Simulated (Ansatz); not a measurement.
## Run on AlNi3 (P4/mmm) — stretched by 4 % along z at fixed volume; anisotropy by the force theorem

Method: Ansatz, DFT, PBE, PAW with Ansatz's default frozen-core files, scalar-relativistic.

Command: `ansatz run input.yaml --threads 2 --pin off --max-ram 6144MiB --backend cpu --events-out ev --progress --plain --runs-dir out`

```yaml
crystal:
  lattice:
    - [3.4546393844, 0.0, 0.0]
    - [0.0, 3.4546393844, 0.0]
    - [0.0, 0.0, 3.6639769158]
  atoms:
    - { symbol: Al, position: [0.0, 0.0, 0.0] }
    - { symbol: Ni, position: [0.0, 0.5, 0.5], spin: 0.3 }
    - { symbol: Ni, position: [0.5, 0.0, 0.5], spin: 0.3 }
    - { symbol: Ni, position: [0.5, 0.5, 0.0], spin: 0.2 }
magnetization:
  spin_polarized: true
kpoints:
  mp_grid: { grid: [9, 9, 8] }
scf:
  occupations: { method: fermi_dirac, width: 0.025 }
  lower_state_search: "off"
hamiltonian:
  xc: pbe
  pseudopotentials: { kind: paw }
output:
  eigenvalues: false
  eigenstates:
    nscf_kmesh: { grid: [13, 13, 12] }
    top_band: c43
    magnetocrystalline_anisotropy:
      directions: [[0.0, 0.0, 1.0], [1.0, 0.0, 0.0], [0.70710678, 0.70710678, 0.0]]
  write_density: true
  write_potential: true
  elf: true
  volumetric_format: npy
```

Output:

```
settings of this run that can trade accuracy for cost: output.eigenvalues: false. Do not mix this run's numbers with those of runs without the same settings; the input reference describes each key
Engine: ansatz 0.2.0
Pseudopotentials: kind: paw
Pseudopotential: Al, paw, valence charge 3, recommended cutoff 420 eV (normal), Al.paw.azcp
Pseudopotential: Ni, paw, valence charge 18, recommended cutoff 420 eV (normal), Ni.paw.azcp
Functional definition: PBE
  parameter kappa = 0.804
  parameter beta = 0.06672455060314922
  exchange = pbe_x(kappa = kappa, mu = beta*pi^2/3)
  correlation = pbe_c(beta = beta)
Crystal: 4 atoms, lattice volume = 43.728 Å³
Basis set: ecut = 420 eV, 865 PW (Γ)
Bands: 35, of which v1, the nominal top of the filled ones, is band 29 counted from 1 (28 counted from 0)
Symmetry: 16 space group operations
Space group: P4/mmm (ITA 123), of the structure as read, at distance tolerance 3.5e-5 Å
Magnetic group: BNS 123.339 (UNI 999), of the structure as read, at distance tolerance 3.5e-5 Å
k-points: 75 of 648
Non-local potential: Al, projectors of the file, l = 0: 2, l = 1: 2, l = 2: 1
Non-local potential: Ni, projectors of the file, l = 0: 3, l = 1: 2, l = 2: 3, l = 3: 1
PAW form: soft (Blöchl's): semilocal exchange-correlation on the pseudo side does not see the compensation charge
PAW one-centre angular grid: Al, 110 points (default); XC on 64 Gauss nodes
PAW one-centre angular grid: Ni, 590 points (default); XC on 64 Gauss nodes
Initial density: superposition of atomic densities (chi_scale 0.1, normalization cell)
Starting moments: Σ|m| = 0.8 μB on 3 of 4 sites
Initial wavefunctions: pseudopotential atomic-orbital guess
Functional: x = pbe(κ = 0.804, μ = 0.2195149727645171), c = pbe(β = 0.06672455060314922)
[...]
Internal energy: -18058.315586 eV  (E = F + TS)
E sigma→0 (E₀):  -18058.318788 eV
Entropy (-TS):   -0.006403 eV (-1.601 meV/atom)
Fermi energy:    16.485649 eV
--- Per-component energies (eV) ---
  E_band       = -900.879237
  E_kinetic    = 879.296532
  E_local      = -11872.350764  (includes V_loc(G=0)·N_el)
  E_nonlocal   = 1917.116056
  E_hartree    = 5060.028729
  E_xc         = -297.735763
  E_vxc        = -361.796784  (∫ρ·V_xc dr)
  E_paw        = -5358.550637  (= ΣΔE_a)
  E_vpaw       = -1583.204939  (= ΣTr[D̂ρ^β])
  E_aug_tail   = 0.001459  (compensation charges beyond the density's cutoff)
  E_ewald      = -8386.121199
  E_smearing   = -0.006403  (= −TS)
  E_closure    = -0.000000  (closes the sum)
  Σ components = -18058.321989   (vs F -18058.321989, Δ=0.00e0)
--- Band table (eV; the first three rows and the last of 150) ---
  k-point 0 ↑: bands = ["-86.7089", "-86.6684", "-86.6449", "-47.1540", "-47.1540", "-47.1492", "-47.0832", "-47.0832", "-47.0460", "-47.0083", "-46.9852", "-46.9852", "6.2451", "11.9453", "12.6013", "12.7077", "13.0342", "13.0342", "13.0413", "14.8959", "15.1363", "15.1363", "15.7441", "16.0435", "16.2268", "16.3435", "16.3435", "16.4837", "16.5730", "17.7394", "17.7394", "22.5182", "23.5518", "24.2954", "28.5719"]
  k-point 1 ↑: bands = ["-86.7082", "-86.6691", "-86.6449", "-47.1510", "-47.1510", "-47.1440", "-47.0854", "-47.0854", "-47.0461", "-47.0138", "-46.9861", "-46.9861", "6.4249", "11.9537", "12.4835", "12.8181", "13.0753", "13.0753", "13.0780", "14.8547", "15.0439", "15.0439", "15.5490", "16.0087", "16.0290", "16.0437", "16.0437", "16.1629", "16.5731", "18.2669", "18.2669", "23.4138", "23.5141", "24.4611", "27.7105"]
  k-point 2 ↑: bands = ["-86.7065", "-86.6708", "-86.6449", "-47.1426", "-47.1426", "-47.1293", "-47.0918", "-47.0918", "-47.0464", "-47.0294", "-46.9880", "-46.9880", "6.9543", "11.5107", "12.4442", "13.1195", "13.1743", "13.1905", "13.1905", "14.7472", "14.7912", "14.7912", "14.9090", "15.5740", "15.6552", "15.6552", "15.8691", "16.0977", "16.5733", "19.3385", "19.3385", "23.4116", "24.2129", "25.7823", "25.7823"]
  k-point 74 ↓: bands = ["-86.4131", "-86.3372", "-86.3363", "-46.8863", "-46.8861", "-46.8436", "-46.8354", "-46.7486", "-46.7479", "-46.6909", "-46.6787", "-46.6124", "10.7006", "12.4230", "12.4467", "12.6105", "14.1151", "14.1407", "14.3100", "14.5061", "14.5385", "14.7744", "15.3074", "15.3144", "15.3491", "15.4468", "15.7373", "16.1304", "16.5937", "16.6240", "16.6818", "20.2726", "20.7496",  …
settings of this run that can trade accuracy for cost: output.eigenvalues: false. Do not mix this run's numbers with those of runs without the same settings; the input reference describes each key
```

magnetocrystalline_anisotropy.tsv:

```
# direction_x	direction_y	direction_z	energy_mev	energy_tetrahedra_mev	beyond_first_order_mev	atom_0_mev	atom_1_mev	atom_2_mev	atom_3_mev	spread_mev	spread_tetrahedra_mev	orbital_0_along_direction_mub	orbital_1_along_direction_mub	orbital_2_along_direction_mub	orbital_3_along_direction_mub
# format = ansatz-magnetocrystalline-anisotropy/3
# nscf_kmesh_grid = 13 13 12
# nscf_kmesh_shift = 0 0 0
# n_bands = 72
# occupation_method = fermi_dirac
# smearing_width_ev = 0.025
# xc_rung = gga
# a1_ang = 3.4546 0 0
# a2_ang = 0 3.4546 0
# a3_ang = 0 0 3.664
# atom = 0 Al 0 0 0
# atom = 1 Ni 0 0.5 0.5
# atom = 2 Ni 0.5 0 0.5
# atom = 3 Ni 0.5 0.5 0
# kernel_functional = own
# kernel_scale = 1.0027
# goldstone_residual = 0.021109
# bands_end_over_fermi_ev = 45.105
# easy_direction_run = 0
# easy_direction_tetrahedra = 0
0	0	1	0	0	9.5426e-05	0	0	0	0	0	0	-2.7101e-05	0.015103	0.015103	0.01309
1	0	0	0.0013773	0.018872	0.0001136	-9.0322e-05	-0.063431	0.013599	0.05398	0.11567	0.17042	-0.00010323	0.016131	0.017877	0.013348
0.70711	0.70711	0	0.0017385	0.024207	9.9896e-05	-9.2474e-05	-0.024805	-0.024805	0.054799	0.15474	0.28776	-0.00010345	0.016987	0.016987	0.013261
```

Site moments (μB): Al1 -0.01, Ni2 0.26, Ni3 0.26, Ni4 0.23. Cell moment 0.66 μB.

The spread over coarser sub-meshes exceeds the differences between directions, so this mesh may not resolve the easy direction.

The magnetic group in the log treats spin as a scalar label, without spin–orbit coupling.

The Ansatz runs typed with the search for lower states off end where their start leads. These are results for the start and cell typed. The real compound can order otherwise, in a larger cell, or not at all, since semilocal functionals at zero temperature often overstate magnetism.

It took 100 s on 2 threads of Arm Neoverse V1, with other jobs on the host, peak memory 0.88 GiB.
